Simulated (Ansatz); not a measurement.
Given:

CaF2 (fluorite)

```xyz
6
Lattice="0.0000 5.4391 5.4391 2.7196 0.0000 2.7196 2.7196 2.7196 0.0000" Properties=species:S:1:pos:R:3 pbc="T T T"
Ca     0.0000     0.0000     0.0000
Ca     2.7196     5.4391     2.7196
F      1.3598     1.3598     1.3598
F      1.3598     4.0794     4.0794
F      4.0794     4.0794     4.0794
F      4.0794     6.7989     6.7989
```

A phonon eigenvector at L = (0.5, 0.0, 0.0) is frozen into this cell: atom i moves by Q times the vector below, so Q is the largest atomic displacement, in Å. The cell is held. It is one choice among 2 degenerate patterns. (q is in reciprocal vectors of the primitive cell; the cell shown is doubled to hold the pattern.)

```
atom       x       y       z
----  ------  ------  ------
Ca1    0.285  -0.520   0.805
Ca2   -0.285   0.520  -0.805
F3     0.165  -0.301   0.466
F4    -0.165   0.301  -0.466
F5    -0.165   0.301  -0.466
F6     0.165  -0.301   0.466
```

Calculation: r2SCAN (plane waves to 500 eV, PAW, scalar-relativistic; Ansatz, a program for electronic structure). k mesh 11×11×11 (Γ-centred), Fermi-Dirac smearing 0.05 eV. E stands for the smeared free energy. CaF2 was relaxed with its symmetry unable to fall. ΔE is measured from the undisplaced structure.

The scan covers Q from -0.180 to 0.180 Å in 13 points.

### Question
Which space group does the distorted structure have?

### Answer
P-1 (No. 2), lowered from Fm-3m.

### Question
Is this a single well or a double well?

### Answer
A single well with its minimum at or next to zero displacement.

### Question
What is the energy change at Q = 0.180 Å?

### Answer
133.1 meV/cell.

### Question
What harmonic wavenumber does the curvature at Q = 0 give?

### Answer
145 cm⁻¹.

(A displaced cell: forces are minus the slopes of the energy, force constants its curvatures, and phonons follow from these.)
